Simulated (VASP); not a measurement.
# Ba (P6_422) in VASP: a series of runs

One crystal, Ba, is run at these levels: PBE; tasks: single point, relaxation of cell and atoms.

Program: VASP 6.6.1. These are calculated values, not measurements. Logs are shortened: lines on timing, memory, paths and dates and some standing lists are left out, and cuts for length are marked.

## Step 1: The cell of the first run

The structure is hexagonal, space group P6_422 (No. 181). The conventional cell has a = 4.396 Å, b = 4.396 Å, c = 11.254 Å, α = 90.00°, β = 90.00°, γ = 120.00°. Ba (site symmetry 222) has 10 Ba at 4.35 to 4.40 Å as nearest neighbours.

The cell was built by a generator and needn't be a form met in nature.

## Step 2: Single point, PBE (random cell with space group P6_422 (No. 181))

The input, INCAR:

```
SYSTEM = Ba
  PREC = Accurate
  ENCUT = 520
  EDIFF = 1E-7
  ISMEAR = 0
  SIGMA = 0.1
  LREAL = .FALSE.
  LASPH = .TRUE.
  NELM = 100
  ALGO = Fast
  ISIF = 2
  LWAVE = .FALSE.
  LCHARG = .FALSE.
  GGA = PE
  NBANDS = 22
```

The input, KPOINTS:

```
Automatic mesh
0
G
  6 6 2
  0 0 0
```

The input, POSCAR:

```
Ba
1.0
    4.3958960267      0.0000000000      0.0000000000
   -2.1979480133      3.8069576315      0.0000000000
    0.0000000000      0.0000000000     11.2535062996
Ba
3
Direct
    0.0000000000      0.5000000000      0.8333333333
    0.5000000000      0.0000000000      0.5000000000
    0.5000000000      0.5000000000      0.1666666667
```

Potentials or basis: VASP PAW PBE potentials, release 64 (Ba_sv).

Launch:

```
$ cat potpaw_PBE.64/Ba_sv/POTCAR > POTCAR
$ mpirun -np 1 vasp_std > vasp.out
```

OUTCAR:

```text
SYSTEM = Ba
   PREC = Accurate
   ENCUT = 520
   EDIFF = 1E-7
   ISMEAR = 0
   LREAL = .FALSE.
   LASPH = .TRUE.
   NELM = 100
   ISIF = 2
   GGA = PE

 ion  position               nearest neighbor table
   1  0.000  0.500  0.833-   2 4.35   2 4.35   3 4.35   3 4.35
   2  0.500  0.000  0.500-   3 4.35   3 4.35   1 4.35   1 4.35
   3  0.500  0.500  0.167-   2 4.35   2 4.35   1 4.35   1 4.35

  LATTYP: Found a hexagonal cell.
 ALAT       =     4.3958960267
 C/A-ratio  =     2.5600028370

  Lattice vectors:

 A1 = (   4.3958960267,   0.0000000000,   0.0000000000)
 A2 = (  -2.1979480133,   3.8069576315,   0.0000000000)
 A3 = (   0.0000000000,   0.0000000000,  11.2535062996)

Analysis of symmetry for initial positions (statically):
=====================================================================
 Subroutine PRICEL returns:
 Original cell was already a primitive cell.

 Routine SETGRP: Setting up the symmetry group for a
 hexagonal supercell.

 Subroutine GETGRP returns: Found 12 space group operations
 (whereof  4 operations were pure point group operations)
 out of a pool of 24 trial point group operations.

The static configuration has the point symmetry D_2 .
 The point group associated with its full space group is D_6 .

Analysis of symmetry for dynamics (positions and initial velocities):
=====================================================================
 Subroutine PRICEL returns:
 Original cell was already a primitive cell.

 Routine SETGRP: Setting up the symmetry group for a
 hexagonal supercell.

 Subroutine GETGRP returns: Found 12 space group operations
 (whereof  4 operations were pure point group operations)
 out of a pool of 24 trial point group operations.

The dynamic configuration has the point symmetry D_2 .
 The point group associated with its full space group is D_6 .

 Subroutine INISYM returns: Found 12 space group operations
 (whereof  4 operations are pure point group operations),
 and found     1 'primitive' translations

----------------------------------------------------------------------------------------

                                     Primitive cell

  volume of cell :     188.3273

  direct lattice vectors                    reciprocal lattice vectors
     4.395896027  0.000000000  0.000000000     0.227484907  0.131338472  0.000000000
    -2.197948013  3.806957631  0.000000000     0.000000000  0.262676945  0.000000000
     0.000000000  0.000000000 11.253506300     0.000000000  0.000000000  0.088861193

  length of vectors
     4.395896027  4.395896027 11.253506300     0.262676945  0.262676945  0.088861193
[... 74 lines left out ...]
   EDIFFG = 0.1E-05   stopping-criterion for IOM
   NSW    =      0    number of steps for IOM
   IBRION =     -1    ionic relax: 0-MD 1-quasi-New 2-CG
   NFREE  =      0    steps in history (QN), initial steepest desc. (CG)
   ISIF   =      2    stress and relaxation
   ISYM   =      2    0-nonsym 1-usesym 2-fastsym
   POTIM  = 0.5000    time-step for ionic-motion
   TEBEG  =    0.0;   TEEND  =   0.0 temperature during run
   PSTRESS=    0.0 pullay stress
   NELECT =      30.0000    total number of electrons
   NUPDOWN=      -1.0000    fix difference up-down
   EMIN   =  10.00;   EMAX   =-10.00  energy-range for DOS
   EFERMI =   0.00;   METHOD = LEGACY
   ISMEAR =     0;   SIGMA  =   0.10  broadening in eV -4-tet -1-fermi 0-gaus
   EFERMI_NEDOS =   21; number of points for ismear=-14 and -15
   IALGO  =     68    algorithm
   IMIX   =      4    mixing-type and parameters
     AMIX     =   0.40;   BMIX     =  1.00
     AMIX_MAG =   1.60;   BMIX_MAG =  1.00
  volume/ion in A,a.u.               =      62.78       423.63
  Fermi-wavevector in a.u.,A,eV,Ry     =   0.887451  1.677038 10.715519  0.787568
  Thomas-Fermi vector in A             =   2.008750
   LORBIT       =      0    0 simple, 1 ext, 2 COOP (PROOUT), +10 PAW based schemes
   GGA     = PE    functional components
   LHFCALC =     F    Hartree Fock is set to
   AEXX    =    0.0000 exact exchange contribution
   IVDW    =     0    specifies the selected vdW correction
   LEPSILON=     F    determine dielectric tensor
   LRPA    =     F    only Hartree local field effects (RPA)
 non-spin polarized calculation
 RMM-DIIS sequential band-by-band and
 Gauss-broadening in eV      SIGMA  =   0.10
  energy-cutoff  :      520.00
  volume of cell :      188.33
 maximum number of plane-waves:      5090
 NGX is ok and might be reduce to    36
   NGX = 17   NGY = 17   NGZ = 41

 number of electron      29.9999996 magnetization

 Free energy of the ion-electron system (eV)
  ---------------------------------------------------
  ext. energy  EPLUGINS =         0.00000000
  ---------------------------------------------------
  free energy    TOTEN  =        -5.59703025 eV

  energy without entropy =       -5.57589657  energy(sigma->0) =       -5.58646341

 E-fermi :   1.7152     XC(G=0):  -7.4175

 val. band max:        1.6596256545   @ k =   0.5000  -0.0000   0.0000
 cond. band min:       1.7509538737   @ k =   0.3333   0.3333   0.5000
 fundamental gap:      0.0913282193
 Fermi energy:         1.7152476576

 k-point     1 :       0.0000    0.0000    0.0000
  band No.  band energies     occupation
      1     -27.2435      2.00000
      2     -27.2141      2.00000
      3     -27.2141      2.00000
      4     -12.5476      2.00000
      5     -12.5476      2.00000
      6     -12.2531      2.00000
[... 339 lines left out ...]
     21       2.9135      0.00000
     22       3.6793      0.00000

------------------------ aborting loop because EDIFF is reached ----------------------------------------

  FORCE on cell =-STRESS in cart. coord.  units (eV):
  Direction    XX          YY          ZZ          XY          YZ          ZX
  --------------------------------------------------------------------------------------
  -------------------------------------------------------------------------------------
  Total        0.1444804      0.1444804      0.1225721      0.0000000      0.0000000     -0.0000000
  in kB        1.2291537      1.2291537      1.0427708      0.0000000      0.0000000     -0.0000000
  external PRESSURE =       1.1670260 kB  Pullay stress =       0.0000000 kB

 VOLUME and BASIS-vectors are now :
 -----------------------------------------------------------------------------
  energy-cutoff  :      520.00
  volume of cell :      188.33
      direct lattice vectors                 reciprocal lattice vectors
     4.395896027  0.000000000  0.000000000     0.227484907  0.131338472  0.000000000
    -2.197948013  3.806957631  0.000000000     0.000000000  0.262676945  0.000000000
     0.000000000  0.000000000 11.253506300     0.000000000  0.000000000  0.088861193

 POSITION                                       TOTAL-FORCE (eV/Angst)
 -----------------------------------------------------------------------------------
     -1.09897      1.90348      9.37792        -0.000000     -0.000000      0.000000
      2.19795      0.00000      5.62675        -0.000000      0.000000      0.000000
      1.09897      1.90348      1.87558         0.000000      0.000000     -0.000000
 -----------------------------------------------------------------------------------
    total drift:                               -0.000000      0.000000      0.000000

  FREE ENERGIE OF THE ION-ELECTRON SYSTEM (eV)
  ---------------------------------------------------
  free  energy   TOTEN  =        -5.5970302527 eV

  energy  without entropy=       -5.5758965674  energy(sigma->0) =       -5.58646341
```

OSZICAR:

```text
N       E                     dE             d eps       ncg     rms          rms(c)
DAV:   1     0.235946649087E+03    0.23595E+03   -0.12017E+04   616   0.111E+03
DAV:   2     0.125385810314E+02   -0.22341E+03   -0.21836E+03   842   0.227E+02
DAV:   3    -0.458558123571E+01   -0.17124E+02   -0.16924E+02   852   0.686E+01
DAV:   4    -0.558631084900E+01   -0.10007E+01   -0.99792E+00   984   0.136E+01
DAV:   5    -0.559914331644E+01   -0.12832E-01   -0.12827E-01   796   0.167E+00    0.288E+00
RMM:   6    -0.559626768228E+01    0.28756E-02   -0.11835E-02   677   0.902E-01    0.173E+00
RMM:   7    -0.559582776259E+01    0.43992E-03   -0.25575E-02   713   0.153E+00    0.824E-02
RMM:   8    -0.559690313168E+01   -0.10754E-02   -0.72945E-03   896   0.369E-01    0.560E-02
RMM:   9    -0.559700559074E+01   -0.10246E-03   -0.10406E-03   923   0.106E-01    0.267E-02
RMM:  10    -0.559702101997E+01   -0.15429E-04   -0.24490E-04   897   0.596E-02    0.161E-02
RMM:  11    -0.559702841212E+01   -0.73921E-05   -0.71192E-05   893   0.402E-02    0.344E-03
RMM:  12    -0.559702877983E+01   -0.36771E-06   -0.25961E-05   904   0.187E-02    0.513E-03
RMM:  13    -0.559702945876E+01   -0.67893E-06   -0.70657E-06   934   0.130E-02    0.776E-04
RMM:  14    -0.559702989449E+01   -0.43573E-06   -0.32439E-06   763   0.491E-03    0.803E-04
RMM:  15    -0.559703010881E+01   -0.21432E-06   -0.68023E-07   616   0.285E-03    0.460E-04
RMM:  16    -0.559703023273E+01   -0.12392E-06   -0.33192E-07   567   0.160E-03    0.274E-04
RMM:  17    -0.559703025265E+01   -0.19926E-07   -0.93244E-08   436   0.112E-03
   1 F= -.55970303E+01 E0= -.55864634E+01  d E =-.211337E-01
```

stdout:

```text
POSCAR found type information on POSCAR Ba
 POSCAR found :  1 types and       3 ions
 scaLAPACK will be used
 LDA part: xc-table for (Slater+PW92), standard interpolation
 POSCAR, INCAR and KPOINTS ok, starting setup
 FFT: planning ... GRIDC
 FFT: planning ... GRID_SOFT
 FFT: planning ... GRID
 WAVECAR not read
 entering main loop
WARNING in EDDRMM: call to ZHEGV failed, returncode =   6  3     15
WARNING in EDDRMM: call to ZHEGV failed, returncode =   8  4     19
 num prob WARNING in EDDRMM: call to ZHEGV failed, returncode =   6  3     15
 num prob  num prob  num prob  num prob  num prob  num prob  num prob  num prob  num prob RMM:  15    -0.559703010881E+01   -0.21432E-06   -0.68023E-07   616   0.285E-03    0.460E-04
 num prob  num prob  num prob  num prob  num prob  num prob  num prob  num prob  num prob  num prob  num prob RMM:  16    -0.559703023273E+01   -0.12392E-06   -0.33192E-07   567   0.160E-03    0.274E-04
 num prob  num prob  num prob  num prob  num prob  num prob  num prob  num prob  num prob  num prob RMM:  17    -0.559703025265E+01   -0.19926E-07   -0.93244E-08   436   0.112E-03
```

It took 52 s on 1 thread of AMD EPYC 9R45 (Zen 5), shared host; peak memory 0.28 GiB.

Results:

- Free energy: -5.5970 eV
- Pressure: 0.1 GPa
- Band gap on the k mesh: none (metal or under the smearing width)

Levels at points of the mesh, in eV from the Fermi level:
| k point | band 11 | band 12 | band 13 | band 14 | band 15 | band 16 | band 17 | band 18 | band 19 | band 20 |
| --- | --- | --- | --- | --- | --- | --- | --- | --- | --- | --- |
| (0.00, 0.00, 0.00) | -13.90 | -13.89 | -2.80 | -1.44 | -1.44 | 0.73 | 0.73 | 1.22 | 1.81 | 1.88 |
| (0.50, 0.00, 0.00) | -13.97 | -13.95 | -0.85 | -0.71 | -0.52 | -0.06 | 0.17 | 0.82 | 0.84 | 1.15 |
| (0.00, 0.00, 0.50) | -13.90 | -13.88 | -2.36 | -2.36 | -1.01 | 0.87 | 0.94 | 0.94 | 1.76 | 1.78 |
| (0.50, 0.00, 0.50) | -13.99 | -13.95 | -0.95 | -0.66 | -0.37 | -0.34 | 0.54 | 0.57 | 1.02 | 1.30 |

The run has no spin-orbit coupling, so splittings on Ba are missing.

## Step 3: Relaxation of cell and atoms, PBE (random cell with space group P6_422 (No. 181))

The input, INCAR:

```
SYSTEM = Ba
ALGO = Normal
EDIFF = 1E-6
EDIFFG = -0.04
ENCUT = 600
GGA = PE
IBRION = 2
ISIF = 3
ISMEAR = 0
LASPH = .True.
LCHARG = .False.
LREAL = .False.
LWAVE = .False.
NELM = 100
NSW = 90
PREC = Accurate
SIGMA = 0.1
```

The input, KPOINTS:

```
k-points
0
Gamma
  6 6 2
  0 0 0
```

The input, POSCAR:

```
Ba
1.0
    4.2452580405      0.0000000000      0.0000000000
   -2.1226290202      3.6765013087      0.0000000000
    0.0000000000      0.0000000000     11.2407458926
Ba
3
Direct
    0.0000000000      0.5000000000      0.8333333333
    0.5000000000      0.0000000000      0.5000000000
    0.5000000000      0.5000000000      0.1666666667
```

Potentials or basis: VASP PAW PBE potentials, release 64 (Ba_sv).

Launch:

```
$ cat potpaw_PBE.64/Ba_sv/POTCAR > POTCAR
$ mpirun -np 1 vasp_std > vasp.out
```

Wall time 88 s (1 thread of AMD EPYC 9R45 (Zen 5), shared host); peak memory 0.33 GiB.

It converged, with:

* Free energy: -5.5976 eV
* Relaxed volume: 64.02 Å³/atom
* Relaxed cell: a = 4.428 Å, b = 4.428 Å, c = 11.312 Å, α = 90.00°, β = 90.00°, γ = 120.00°
* Space group after relaxing (to 0.05 Å): P6_422 (No. 181)
* Energy gained by relaxing: 17.0 meV/atom
* Ionic steps: 3
* Pressure after relaxing: -0.1 GPa
* Band gap on the k mesh: none (metal or under the smearing width)

The path:
```
step  energy change (eV)  largest force (eV/Å)  pressure (GPa)  volume (Å³)
   1              0.0000                0.0000            0.87       175.44
   2             -0.0406                0.0000            0.37       183.56
   3             -0.0511                0.0000           -0.06       192.05
```

Final structure:
```
Ba
1.0
     4.42764    0.00000    0.00000
    -2.21382    3.83445    0.00000
     0.00000    0.00000   11.31221
Ba
3
Cartesian
  -1.1069 1.9172 9.4268
  2.2138 0.0000 5.6561
  1.1069 1.9172 1.8854
```

Levels at points of the mesh, in eV from the Fermi level:
```tsv
k point	band 12	band 13	band 14	band 15	band 16	band 17	band 18	band 19
(0.00, 0.00, 0.00)	-13.94	-2.79	-1.45	-1.45	0.71	0.71	1.21	1.78
(0.50, 0.00, 0.00)	-13.99	-0.83	-0.72	-0.50	-0.05	0.18	0.79	0.81
(0.00, 0.00, 0.50)	-13.93	-2.36	-2.36	-1.01	0.83	0.94	0.94	1.74
(0.50, 0.00, 0.50)	-14.00	-0.95	-0.65	-0.36	-0.32	0.54	0.57	0.96
```

Spin-orbit coupling is left out, which matters for the levels of Ba.

## Step 4: Single point, PBE (random cell with space group P6_422 (No. 181))

The input, INCAR:

```
PREC = Accurate ; ENCUT = 520
EDIFF = 1E-7 ; ISMEAR = 0
SIGMA = 0.1 ; LREAL = False
LASPH = True ; NELM = 100
ALGO = Fast ; ISIF = 2
LWAVE = False ; LCHARG = True
GGA = PE ; LELF = True
LVHAR = True ; NBANDS = 22
```

The input, KPOINTS:

```
Automatic mesh
0
Gamma
  3 3 2
```

POSCAR is that of step 3.

Launch:

```
$ cat potpaw_PBE.64/Ba_sv/POTCAR > POTCAR
$ mpirun -np 1 vasp_std > vasp.out
```

Run time: 23 s. Hardware: 1 thread of AMD EPYC 9R45 (Zen 5), shared host; peak memory 0.24 GiB.

The run converged. Its results:

| Property | Result |
| --- | --- |
| Free energy | -5.4787 eV |
| Pressure | 0.1 GPa |
| Band gap on the k mesh | none (metal or under the smearing width) |

Levels at points of the mesh, in eV from the Fermi level:
```csv
k point,band 13,band 14,band 15,band 16,band 17,band 18
"(0.00, 0.00, 0.00)",-2.88,-1.52,-1.52,0.69,0.69,1.09
"(0.00, 0.00, 0.50)",-2.44,-2.44,-1.13,0.83,0.83,0.87
```

Caveat: the k mesh is coarse (spacing up to 0.57 Å⁻¹), so the values aren't converged.

[end of part 1 of 2]
